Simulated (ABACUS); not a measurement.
NaCl:

```
Cl Na
1.0
     0.00000    2.79406    2.79406
     2.79406    0.00000    2.79406
     2.79406    2.79406    0.00000
Cl Na
1 1
Direct
  0.50000 0.50000 0.50000
  0.00000 0.00000 0.00000
```

The cell is a database's computed one.

Base run:

- Program: ABACUS 3.10.1
- Functional: HCTH407
- Potentials or basis: SSSP 1.3 efficiency PBE
- Cutoff: 748 eV
- Density cutoff: 5987 eV
- Basis: plane waves
- k mesh: 6 × 6 × 6
- Occupations: fermi-dirac, width 0.05 eV
- Spin: no spin polarisation

Its results: band gap on the k mesh 6.00 eV, direct; pressure 4.7 GPa.

**Question.** The run is repeated on the same cell with these changes: functional from HCTH407 to BP86. What comes out?

**Answer.** Band gap on the k mesh 5.22 eV, direct; pressure 1.9 GPa.

Caveats: the potentials were made for another functional, which shifts forces and pressure.

